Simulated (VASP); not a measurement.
# Ba (Pm-3m) in VASP: single point with r2SCAN+D3(BJ)

Aim: the single point of Ba with r2SCAN+D3(BJ).

Everything below comes from runs of VASP 6.6.1. Logs are shortened: lines on timing, memory, paths and dates and some standing lists are left out, and cuts for length are marked.

## Step 1: Starting point

It takes space group Pm-3m (No. 221, cubic). The conventional cell has a = 3.891 Å, b = 3.891 Å, c = 3.891 Å, α = 90.00°, β = 90.00°, γ = 90.00°. Around Ba (site symmetry m-3m) lie 6 Ba at 3.89 Å.

The cell was built by a generator and needn't be a form met in nature.

## Step 2: Single point, r2SCAN+D3(BJ)

Contents of POSCAR:

```
Ba
1.0
    3.8910901382      0.0000000000      0.0000000000
    0.0000000000      3.8910901382      0.0000000000
    0.0000000000      0.0000000000      3.8910901382
Ba
1
Direct
    0.0000000000      0.0000000000      0.0000000000
```

Contents of INCAR.step1:

```
SYSTEM = Ba
PREC = Accurate
ENCUT = 520
ISMEAR = -1
SIGMA = 0.05
LREAL = .FALSE.
LASPH = .TRUE.
NELM = 100
NBANDS = 11
GGA = PE
ALGO = Normal
EDIFF = 1E-4
LWAVE = .TRUE.
LCHARG = .FALSE.
```

Contents of INCAR.step2:

```
SYSTEM = Ba
PREC = Accurate
ENCUT = 520
EDIFF = 1E-6
ISMEAR = -1
SIGMA = 0.05
LREAL = .FALSE.
LASPH = .TRUE.
NELM = 100
ALGO = Normal
ISIF = 2
LWAVE = .FALSE.
LCHARG = .FALSE.
METAGGA = R2SCAN
LMIXTAU = .TRUE.
IVDW = 12
VDW_S6 = 1.0
VDW_S8 = 0.78981345
VDW_A1 = 0.49484001
VDW_A2 = 5.73083694
NBANDS = 11
ISTART = 1
```

Contents of KPOINTS:

```
regular mesh
0
G
  7 7 7
  0 0 0
```

Potentials or basis: VASP PAW PBE potentials, release 64 (Ba_sv).

Run with:

```
$ cat potpaw_PBE.64/Ba_sv/POTCAR > POTCAR
$ cp INCAR.step1 INCAR
$ mpirun -np 1 vasp_std > vasp.out
$ cp INCAR.step2 INCAR
$ mpirun -np 1 vasp_std > vasp.out
```

OUTCAR:

```text
SYSTEM = Ba
   PREC = Accurate
   ENCUT = 520
   EDIFF = 1E-6
   ISMEAR = -1
   LREAL = .FALSE.
   LASPH = .TRUE.
   NELM = 100
   ISIF = 2
   METAGGA = R2SCAN
   IVDW = 12
   ISTART = 1
 IVDW          = 12

 ion  position               nearest neighbor table
   1  0.000  0.000  0.000-

  LATTYP: Found a simple cubic cell.
 ALAT       =     3.8910901382

  Lattice vectors:

 A1 = (   3.8910901382,   0.0000000000,   0.0000000000)
 A2 = (   0.0000000000,   3.8910901382,   0.0000000000)
 A3 = (   0.0000000000,   0.0000000000,   3.8910901382)

Analysis of symmetry for initial positions (statically):
=====================================================================
 Subroutine PRICEL returns:
 Original cell was already a primitive cell.

 Routine SETGRP: Setting up the symmetry group for a
 simple cubic supercell.

 Subroutine GETGRP returns: Found 48 space group operations
 (whereof 48 operations were pure point group operations)
 out of a pool of 48 trial point group operations.

The static configuration has the point symmetry O_h .

Analysis of symmetry for dynamics (positions and initial velocities):
=====================================================================
 Subroutine PRICEL returns:
 Original cell was already a primitive cell.

 Routine SETGRP: Setting up the symmetry group for a
 simple cubic supercell.

 Subroutine GETGRP returns: Found 48 space group operations
 (whereof 48 operations were pure point group operations)
 out of a pool of 48 trial point group operations.

The dynamic configuration has the point symmetry O_h .

 Subroutine INISYM returns: Found 48 space group operations
 (whereof 48 operations are pure point group operations),
 and found     1 'primitive' translations

----------------------------------------------------------------------------------------

                                     Primitive cell

  volume of cell :      58.9134

  direct lattice vectors                    reciprocal lattice vectors
     3.891090138  0.000000000  0.000000000     0.256997387  0.000000000  0.000000000
     0.000000000  3.891090138  0.000000000     0.000000000  0.256997387  0.000000000
     0.000000000  0.000000000  3.891090138     0.000000000  0.000000000  0.256997387

  length of vectors
     3.891090138  3.891090138  3.891090138     0.256997387  0.256997387  0.256997387

  position of ions in fractional coordinates (direct lattice)
     0.000000000  0.000000000  0.000000000

  ion indices of the primitive-cell ions
   primitive index   ion index
                 1           1

----------------------------------------------------------------------------------------

 KPOINTS: regular mesh

Automatic generation of k-mesh.
 Grid dimensions read from file:
 generate k-points for:    7    7    7

 Generating k-lattice:

  Cartesian coordinates                     Fractional coordinates (reciprocal lattice)
     0.036713912  0.000000000  0.000000000     0.142857143  0.000000000  0.000000000
     0.000000000  0.036713912  0.000000000     0.000000000  0.142857143  0.000000000
     0.000000000  0.000000000  0.036713912     0.000000000  0.000000000  0.142857143

  Length of vectors
     0.036713912  0.036713912  0.036713912

  Shift w.r.t. Gamma in fractional coordinates (k-lattice)
     0.000000000  0.000000000  0.000000000

 Subroutine IBZKPT returns following result:
 ===========================================

 Found     20 irreducible k-points:

 Following reciprocal coordinates:
            Coordinates               Weight
  0.000000  0.000000  0.000000      1.000000
  0.142857  0.000000  0.000000      6.000000
  0.285714  0.000000  0.000000      6.000000
  0.428571  0.000000  0.000000      6.000000
  0.142857  0.142857  0.000000     12.000000
  0.285714  0.142857  0.000000     24.000000
[... 12 lines left out ...]
  0.428571  0.428571  0.285714     24.000000
  0.428571  0.428571  0.428571      8.000000
   k-points           NKPTS =     20   k-points in BZ     NKDIM =     20   number of bands    NBANDS=     11
   number of dos      NEDOS =    301   number of ions     NIONS =      1
   total plane-waves  NPLWV =  27000
   dimension x,y,z NGX =    30 NGY =   30 NGZ =   30
   dimension x,y,z NGXF=    60 NGYF=   60 NGZF=   60
   ions per type =               1
   NGX,Y,Z   is equivalent  to a cutoff of  12.82, 12.82, 12.82 a.u.
   NGXF,Y,Z  is equivalent  to a cutoff of  25.63, 25.63, 25.63 a.u.
 SYSTEM =  Ba
   PREC   = accura    normal or accurate (medium, high low for compatibility)
   ISTART =      1    job   : 0-new  1-cont  2-samecut
   ICHARG =      0    charge: 1-file 2-atom 10-const
   ISPIN  =      1    spin polarized calculation?
   LNONCOLLINEAR =      F non collinear calculations
   LSORBIT =      F    spin-orbit coupling
   LASPH  =      T    aspherical Exc in radial PAW
   ENCUT  =  520.0 eV  38.22 Ry    6.18 a.u.   7.23  7.23  7.23*2*pi/ulx,y,z
   NELM   =    100;   NELMIN=  2; NELMDL=  0     # of ELM steps
   EDIFF  = 0.1E-05   stopping-criterion for ELM
   LREAL  =      F    real-space projection
   EDIFFG = 0.1E-04   stopping-criterion for IOM
   NSW    =      0    number of steps for IOM
   IBRION =     -1    ionic relax: 0-MD 1-quasi-New 2-CG
   NFREE  =      0    steps in history (QN), initial steepest desc. (CG)
   ISIF   =      2    stress and relaxation
   ISYM   =      2    0-nonsym 1-usesym 2-fastsym
   POTIM  = 0.5000    time-step for ionic-motion
   TEBEG  =    0.0;   TEEND  =   0.0 temperature during run
   PSTRESS=    0.0 pullay stress
   NELECT =      10.0000    total number of electrons
   NUPDOWN=      -1.0000    fix difference up-down
   EMIN   =  10.00;   EMAX   =-10.00  energy-range for DOS
   EFERMI =   0.00;   METHOD = LEGACY
   ISMEAR =    -1;   SIGMA  =   0.05  broadening in eV -4-tet -1-fermi 0-gaus
   EFERMI_NEDOS =   21; number of points for ismear=-14 and -15
   IALGO  =     38    algorithm
   IMIX   =      4    mixing-type and parameters
     AMIX     =   0.40;   BMIX     =  1.00
     AMIX_MAG =   1.60;   BMIX_MAG =  1.00
  volume/ion in A,a.u.               =      58.91       397.57
  Fermi-wavevector in a.u.,A,eV,Ry     =   0.906435  1.712915 11.178889  0.821625
  Thomas-Fermi vector in A             =   2.030123
   LORBIT       =      0    0 simple, 1 ext, 2 COOP (PROOUT), +10 PAW based schemes
   METAGGA = R2SCAN    functional components
   LHFCALC =     F    Hartree Fock is set to
   AEXX    =    0.0000 exact exchange contribution
   IVDW    =    12    specifies the selected vdW correction
   LEPSILON=     F    determine dielectric tensor
   LRPA    =     F    only Hartree local field effects (RPA)
 non-spin polarized calculation
  energy-cutoff  :      520.00
  volume of cell :       58.91
 maximum number of plane-waves:      1596
 NGX is ok and might be reduce to    30
   NGX = 15   NGY = 15   NGZ = 15

 number of electron      10.0000002 magnetization

 Free energy of the ion-electron system (eV)
  ---------------------------------------------------
  ext. energy  EPLUGINS =         0.00000000
  ---------------------------------------------------
  free energy    TOTEN  =       -26.18726656 eV

  energy without entropy =      -26.18443845  energy(sigma->0) =      -26.18585251

 E-fermi :   1.8595     XC(G=0):  -8.0433

 val. band max:        1.7353843040   @ k =   0.4286   0.4286   0.4286
 cond. band min:       1.9871320568   @ k =   0.4286   0.4286   0.4286
 fundamental gap:      0.2517477529
 Fermi energy:         1.8594876258

 k-point     1 :       0.0000    0.0000    0.0000
  band No.  band energies     occupation
      1     -28.3153      2.00000
      2     -12.6956      2.00000
      3     -12.6956      2.00000
      4     -12.6956      2.00000
      5      -0.7904      2.00000
      6       2.0663      0.03146
      7       2.0663      0.03146
      8       7.2316      0.00000
      9       7.2316      0.00000
     10       7.2316      0.00000
     11      10.2465      0.00000

 k-point     2 :       0.1429    0.0000    0.0000
  band No.  band energies     occupation
      1     -28.3017      2.00000
      2     -12.8617      2.00000
      3     -12.6810      2.00000
      4     -12.6810      2.00000
      5      -0.4660      2.00000
      6       2.1725      0.00381
      7       2.3964      0.00004
      8       6.5043      0.00000
      9       6.5043      0.00000
     10       7.2826      0.00000
     11       9.0911      0.00000

 k-point     3 :       0.2857    0.0000    0.0000
  band No.  band energies     occupation
      1     -28.2708      2.00000
      2     -13.2112      2.00000
      3     -12.6480      2.00000
      4     -12.6480      2.00000
      5       0.3122      2.00000
      6       2.4376      0.00002
      7       2.9964      0.00000
      8       5.4713      0.00000
      9       5.4713      0.00000
     10       7.4019      0.00000
     11       8.0965      0.00000

 k-point     4 :       0.4286    0.0000    0.0000
  band No.  band energies     occupation
      1     -28.2457      2.00000
      2     -13.4716      2.00000
      3     -12.6212      2.00000
      4     -12.6212      2.00000
      5       1.1828      2.00000
      6       2.6855      0.00000
      7       2.8407      0.00000
      8       4.8708      0.00000
      9       4.8708      0.00000
     10       7.5029      0.00000
     11       8.9093      0.00000

 k-point     5 :       0.1429    0.1429    0.0000
  band No.  band energies     occupation
      1     -28.2882      2.00000
      2     -12.8552      2.00000
      3     -12.8350      2.00000
      4     -12.6667      2.00000
      5      -0.1503      2.00000
      6       2.3784      0.00006
      7       2.6277      0.00000
      8       5.7071      0.00000
      9       6.4172      0.00000
     10       6.7688      0.00000
     11       9.7603      0.00000
[... 155 lines left out ...]
 k-point    17 :       0.2857    0.2857    0.2857
  band No.  band energies     occupation
      1     -28.1845      2.00000
      2     -13.1053      2.00000
      3     -13.0677      2.00000
      4     -13.0677      2.00000
      5       1.5130      1.99804
      6       3.2113      0.00000
      7       3.2113      0.00000
      8       5.0903      0.00000
      9       5.0903      0.00000
     10       5.4101      0.00000
     11       9.5762      0.00000

 k-point    18 :       0.4286    0.2857    0.2857
  band No.  band energies     occupation
      1     -28.1605      2.00000
      2     -13.3243      2.00000
      3     -13.0556      2.00000
      4     -13.0328      2.00000
      5       1.5713      1.99375
      6       2.6867      0.00000
      7       3.0319      0.00000
      8       5.1140      0.00000
      9       5.4839      0.00000
     10       7.3519      0.00000
     11       8.7441      0.00000

 k-point    19 :       0.4286    0.4286    0.2857
  band No.  band energies     occupation
      1     -28.1368      2.00000
      2     -13.2860      2.00000
      3     -13.2812      2.00000
      4     -13.0095      2.00000
      5       1.3876      1.99984
      6       2.5523      0.00000
      7       2.6472      0.00000
      8       5.3573      0.00000
      9       7.4471      0.00000
     10       7.6869      0.00000
     11       7.9390      0.00000

 k-point    20 :       0.4286    0.4286    0.4286
  band No.  band energies     occupation
      1     -28.1133      2.00000
      2     -13.2489      2.00000
      3     -13.2424      2.00000
      4     -13.2424      2.00000
      5       1.7354      1.84575
      6       1.9871      0.14447
      7       1.9871      0.14447
      8       6.4984      0.00000
      9       7.6915      0.00000
     10       7.6915      0.00000
     11       8.6631      0.00000

------------------------ aborting loop because EDIFF is reached ----------------------------------------

 Edisp (eV)   -0.10182

 E8    (eV) :    -0.0495

  FORCE on cell =-STRESS in cart. coord.  units (eV):
  Direction    XX          YY          ZZ          XY          YZ          ZX
  --------------------------------------------------------------------------------------
  -------------------------------------------------------------------------------------
  Total       0.03924     0.03924     0.03924     0.00000    -0.00000     0.00000
  in kB       1.06716     1.06716     1.06716     0.00000    -0.00000     0.00000
  external pressure =        1.07 kB  Pullay stress =        0.00 kB

 VOLUME and BASIS-vectors are now :
 -----------------------------------------------------------------------------
  energy-cutoff  :      520.00
  volume of cell :       58.91
      direct lattice vectors                 reciprocal lattice vectors
     3.891090138  0.000000000  0.000000000     0.256997387  0.000000000  0.000000000
     0.000000000  3.891090138  0.000000000     0.000000000  0.256997387  0.000000000
     0.000000000  0.000000000  3.891090138     0.000000000  0.000000000  0.256997387

 POSITION                                       TOTAL-FORCE (eV/Angst)
 -----------------------------------------------------------------------------------
      0.00000      0.00000      0.00000         0.000000      0.000000      0.000000
 -----------------------------------------------------------------------------------
    total drift:                               -0.000000      0.000000     -0.000000

  FREE ENERGIE OF THE ION-ELECTRON SYSTEM (eV)
  ---------------------------------------------------
  free  energy   TOTEN  =       -26.2890891017 eV

  energy  without entropy=      -26.2862609931  energy(sigma->0) =      -26.28767505
```

Wall time 25 s (1 thread of Intel Xeon Platinum 8559C (Emerald Rapids), shared host); peak memory 0.18 GiB.

Results:

```
Free energy                : -26.2891 eV
Pressure                   : 0.1 GPa
Band gap on the k mesh     : 0.25 eV, direct
Dispersion energy per atom : -0.102 eV
```

Caveat: the PAW data sets were made with another functional, which shifts forces and pressure a little; spin-orbit coupling is left out, which moves the levels of the heavy elements; an odd mesh through Γ misses points on the zone boundary, where band edges often lie.
